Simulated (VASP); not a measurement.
# TiTe (Fm-3m) in VASP: a series of runs, part 2 of 2

VASP 6.6.1. The steps go on from the part before.

**3. Band structure, PBEsol**

POSCAR

```
TiTe
1.0
    0.0000000000      3.0500668100      3.0500668100
    3.0500668100      0.0000000000      3.0500668100
    3.0500668100      3.0500668100      0.0000000000
Ti Te
1 1
Direct
    0.5000000000      0.5000000000      0.5000000000
    0.0000000000      0.0000000000      0.0000000000
```

INCAR.step1

```
SYSTEM = TiTe
ALGO = Fast
EDIFF = 1E-7
ENCUT = 520
GGA = PS
ISIF = 2
ISMEAR = -1
LASPH = .TRUE.
LCHARG = .TRUE.
LMAXMIX = 4
LREAL = .FALSE.
LWAVE = .FALSE.
NBANDS = 16
NELM = 60
PREC = Accurate
SIGMA = 0.05
```

KPOINTS.step1

```
k-points
0
G
  8 8 8
  0 0 0
```

INCAR.step2

```
SYSTEM = TiTe
ALGO = Fast
EDIFF = 1E-7
ENCUT = 520
GGA = PS
ICHARG = 11
ISIF = 2
ISMEAR = 0
LASPH = .TRUE.
LCHARG = .FALSE.
LMAXMIX = 4
LREAL = .FALSE.
LWAVE = .FALSE.
NBANDS = 16
NELM = 60
PREC = Accurate
SIGMA = 0.05
```

KPOINTS.step2

```
path GXWKGLUWLK,UX
10
line-mode
reciprocal
 0.0000000000  0.0000000000  0.0000000000  G
 0.5000000000  0.0000000000  0.5000000000  X

 0.5000000000  0.0000000000  0.5000000000  X
 0.5000000000  0.2500000000  0.7500000000  W

 0.5000000000  0.2500000000  0.7500000000  W
 0.3750000000  0.3750000000  0.7500000000  K

 0.3750000000  0.3750000000  0.7500000000  K
 0.0000000000  0.0000000000  0.0000000000  G

 0.0000000000  0.0000000000  0.0000000000  G
 0.5000000000  0.5000000000  0.5000000000  L

 0.5000000000  0.5000000000  0.5000000000  L
 0.6250000000  0.2500000000  0.6250000000  U

 0.6250000000  0.2500000000  0.6250000000  U
 0.5000000000  0.2500000000  0.7500000000  W

 0.5000000000  0.2500000000  0.7500000000  W
 0.5000000000  0.5000000000  0.5000000000  L

 0.5000000000  0.5000000000  0.5000000000  L
 0.3750000000  0.3750000000  0.7500000000  K

 0.6250000000  0.2500000000  0.6250000000  U
 0.5000000000  0.0000000000  0.5000000000  X
```

Potentials or basis: VASP PAW PBE potentials, release 64 (Ti_sv, Te).

Run with:

```bash
$ cat potpaw_PBE.64/Ti_sv/POTCAR potpaw_PBE.64/Te/POTCAR > POTCAR
$ cp INCAR.step1 INCAR
$ cp KPOINTS.step1 KPOINTS
$ mpirun -np 1 vasp_std > vasp.out
$ cp INCAR.step2 INCAR
$ cp KPOINTS.step2 KPOINTS
$ mpirun -np 1 vasp_std > vasp.out
```

OUTCAR:

```text
SYSTEM = TiTe
   EDIFF = 1E-7
   ENCUT = 520
   GGA = PS
   ICHARG = 11
   ISIF = 2
   ISMEAR = 0
   LASPH = .TRUE.
   LREAL = .FALSE.
   NELM = 60
   PREC = Accurate

 ion  position               nearest neighbor table
   1  0.500  0.500  0.500-   2 3.05   2 3.05   2 3.05   2 3.05   2 3.05   2 3.05
   2  0.000  0.000  0.000-   1 3.05   1 3.05   1 3.05   1 3.05   1 3.05   1 3.05

  LATTYP: Found a face centered cubic cell.
 ALAT       =     6.1001336200

  Lattice vectors:

 A1 = (   0.0000000000,   3.0500668100,   3.0500668100)
 A2 = (   3.0500668100,   0.0000000000,   3.0500668100)
 A3 = (   3.0500668100,   3.0500668100,   0.0000000000)

Analysis of symmetry for initial positions (statically):
=====================================================================
 Subroutine PRICEL returns:
 Original cell was already a primitive cell.

 Routine SETGRP: Setting up the symmetry group for a
 face centered cubic supercell.

 Subroutine GETGRP returns: Found 48 space group operations
 (whereof 48 operations were pure point group operations)
 out of a pool of 48 trial point group operations.

The static configuration has the point symmetry O_h .

Analysis of symmetry for dynamics (positions and initial velocities):
=====================================================================
 Subroutine PRICEL returns:
 Original cell was already a primitive cell.

 Routine SETGRP: Setting up the symmetry group for a
 face centered cubic supercell.

 Subroutine GETGRP returns: Found 48 space group operations
 (whereof 48 operations were pure point group operations)
 out of a pool of 48 trial point group operations.

The dynamic configuration has the point symmetry O_h .

 Subroutine INISYM returns: Found 48 space group operations
 (whereof 48 operations are pure point group operations),
 and found     1 'primitive' translations

----------------------------------------------------------------------------------------

[... 101 lines left out ...]
   ISMEAR =     0;   SIGMA  =   0.05  broadening in eV -4-tet -1-fermi 0-gaus
   EFERMI_NEDOS =   21; number of points for ismear=-14 and -15
   IALGO  =     68    algorithm
   IMIX   =      4    mixing-type and parameters
     AMIX     =   0.40;   BMIX     =  1.00
     AMIX_MAG =   1.60;   BMIX_MAG =  1.00
  volume/ion in A,a.u.               =      28.37       191.48
  Fermi-wavevector in a.u.,A,eV,Ry     =   1.116468  2.109819 16.959676  1.246501
  Thomas-Fermi vector in A             =   2.253082
   LORBIT       =      0    0 simple, 1 ext, 2 COOP (PROOUT), +10 PAW based schemes
   GGA     = PS    functional components
   LHFCALC =     F    Hartree Fock is set to
   AEXX    =    0.0000 exact exchange contribution
   IVDW    =     0    specifies the selected vdW correction
   LEPSILON=     F    determine dielectric tensor
   LRPA    =     F    only Hartree local field effects (RPA)
 non-spin polarized calculation
 RMM-DIIS sequential band-by-band and
 Gauss-broadening in eV      SIGMA  =   0.05
  energy-cutoff  :      520.00
  volume of cell :       56.75
 maximum number of plane-waves:      1554

 number of electron      17.9999995 magnetization

 Free energy of the ion-electron system (eV)
  ---------------------------------------------------
  ext. energy  EPLUGINS =         0.00000000
  ---------------------------------------------------
  free energy    TOTEN  =       -11.88971300 eV

  energy without entropy =      -11.88594646  energy(sigma->0) =      -11.88782973

 E-fermi :   6.4833     XC(G=0):  -9.6891

 val. band max:        6.4740484895   @ k =   0.0556   0.0000   0.0556
 cond. band min:       6.4861822415   @ k =   0.3333   0.0000   0.3333
 fundamental gap:      0.0121337520
 Fermi energy:         6.4833287544

 k-point     1 :       0.0000    0.0000    0.0000
  band No.  band energies     occupation
      1     -51.1739      2.00000
      2     -27.5344      2.00000
      3     -27.5344      2.00000
      4     -27.5344      2.00000
      5      -6.0200      2.00000
      6       5.0825      2.00000
[... 433 lines left out ...]
      3     -27.5403      2.00000
      4     -27.5378      2.00000
      5      -4.9444      2.00000
      6       2.1057      2.00000
[... 8 lines left out ...]
     15      12.0204      0.00000
     16      12.6035      0.00000

 [... further k-points ...]
[... 5 lines left out ...]
  --------------------------------------------------------------------------------------
  -------------------------------------------------------------------------------------
  Total       -7.1502680     -7.1502680     -7.1502680     -0.0000000      0.0000000     -0.0000000
  in kB     -201.8714255   -201.8714255   -201.8714255     -0.0000000      0.0000000     -0.0000000
  external PRESSURE =    -201.8714255 kB  Pullay stress =       0.0000000 kB

 VOLUME and BASIS-vectors are now :
 -----------------------------------------------------------------------------
  energy-cutoff  :      520.00
  volume of cell :       56.75
      direct lattice vectors                 reciprocal lattice vectors
     0.000000000  3.050066810  3.050066810    -0.163930835  0.163930835  0.163930835
     3.050066810  0.000000000  3.050066810     0.163930835 -0.163930835  0.163930835
     3.050066810  3.050066810  0.000000000     0.163930835  0.163930835 -0.163930835

 POSITION                                       TOTAL-FORCE (eV/Angst)
 -----------------------------------------------------------------------------------
      3.05007      3.05007      3.05007        -0.000000     -0.000000      0.000000
      0.00000      0.00000      0.00000         0.000000      0.000000      0.000000
 -----------------------------------------------------------------------------------
    total drift:                                0.000000     -0.000000      0.000000

  FREE ENERGIE OF THE ION-ELECTRON SYSTEM (eV)
  ---------------------------------------------------
  free  energy   TOTEN  =       -11.8897130007 eV

  energy  without entropy=      -11.8859464598  energy(sigma->0) =      -11.88782973
```

OSZICAR.step1:

```text
N       E                     dE             d eps       ncg     rms          rms(c)
DAV:   1     0.131720583450E+03    0.13172E+03   -0.87069E+03   928   0.107E+03
DAV:   2    -0.923241307941E+00   -0.13264E+03   -0.12890E+03   984   0.300E+02
DAV:   3    -0.130758129215E+02   -0.12153E+02   -0.11961E+02  1688   0.757E+01
DAV:   4    -0.136137650206E+02   -0.53795E+00   -0.53374E+00  1040   0.142E+01
[... 21 lines left out ...]
RMM:  26    -0.119200325567E+02    0.73549E-06   -0.35030E-06  1203   0.844E-03    0.369E-02
RMM:  27    -0.119200302199E+02    0.23368E-05   -0.37807E-06  1393   0.143E-02    0.233E-02
RMM:  28    -0.119200292783E+02    0.94164E-06   -0.25035E-06  1321   0.113E-02    0.144E-02
RMM:  29    -0.119200289222E+02    0.35607E-06   -0.16460E-06  1237   0.943E-03    0.767E-03
RMM:  30    -0.119200289425E+02   -0.20294E-07   -0.84352E-07   905   0.509E-03
   1 F= -.11920029E+02 E0= -.11899549E+02  d E =-.409595E-01
```

It took 54 s on 1 thread of Intel Xeon 6975P-C (Granite Rapids), shared host; peak memory 0.23 GiB.

What came out:

```yaml
Band_gap_along_the_path: none (metal or under the smearing width)
```

Levels at the corners of the path, in eV from the Fermi level:
```
point  band 5  band 6  band 7  band 8  band 9  band 10  band 11  band 12  band 13  band 14
    Γ  -12.59   -1.48   -1.48   -1.48   -0.47    -0.47    -0.47    -0.34    -0.34     1.38
    X  -11.57   -4.94   -2.94   -2.94   -1.32     0.01     0.49     0.51     0.51     1.03
    X  -11.57   -4.94   -2.94   -2.94   -1.32     0.01     0.49     0.51     0.51     1.03
    W  -11.50   -4.28   -4.28   -3.88    0.12     0.12     0.23     0.51     0.60     4.14
    W  -11.50   -4.28   -4.28   -3.88    0.12     0.12     0.23     0.51     0.60     4.14
    K  -11.53   -4.61   -4.37   -3.12   -0.50     0.38     0.53     0.54     0.80     2.36
    K  -11.53   -4.61   -4.37   -3.12   -0.50     0.38     0.53     0.54     0.80     2.36
    Γ  -12.59   -1.48   -1.48   -1.48   -0.47    -0.47    -0.47    -0.34    -0.34     1.38
    Γ  -12.59   -1.48   -1.48   -1.48   -0.47    -0.47    -0.47    -0.34    -0.34     1.38
    L  -11.66   -5.71   -3.16   -3.16    0.27     0.27     0.41     2.02     2.38     2.38
    L  -11.66   -5.71   -3.16   -3.16    0.27     0.27     0.41     2.02     2.38     2.38
    U  -11.53   -4.61   -4.37   -3.12   -0.50     0.38     0.53     0.54     0.80     2.36
    U  -11.53   -4.61   -4.37   -3.12   -0.50     0.38     0.53     0.54     0.80     2.36
    W  -11.50   -4.28   -4.28   -3.88    0.12     0.12     0.23     0.51     0.60     4.14
    W  -11.50   -4.28   -4.28   -3.88    0.12     0.12     0.23     0.51     0.60     4.14
    L  -11.66   -5.71   -3.16   -3.16    0.27     0.27     0.41     2.02     2.38     2.38
    L  -11.66   -5.71   -3.16   -3.16    0.27     0.27     0.41     2.02     2.38     2.38
    K  -11.53   -4.61   -4.37   -3.12   -0.50     0.38     0.53     0.54     0.80     2.36
    U  -11.53   -4.61   -4.37   -3.12   -0.50     0.38     0.53     0.54     0.80     2.36
    X  -11.57   -4.94   -2.94   -2.94   -1.32     0.01     0.49     0.51     0.51     1.03
```

Caveat: the log is that of the step along the path at fixed density, whose energy, stress, charges and moments have no meaning; the PAW data sets were made with another functional, which shifts forces and pressure a little; spin-orbit coupling is left out, which moves the levels of the heavy elements.
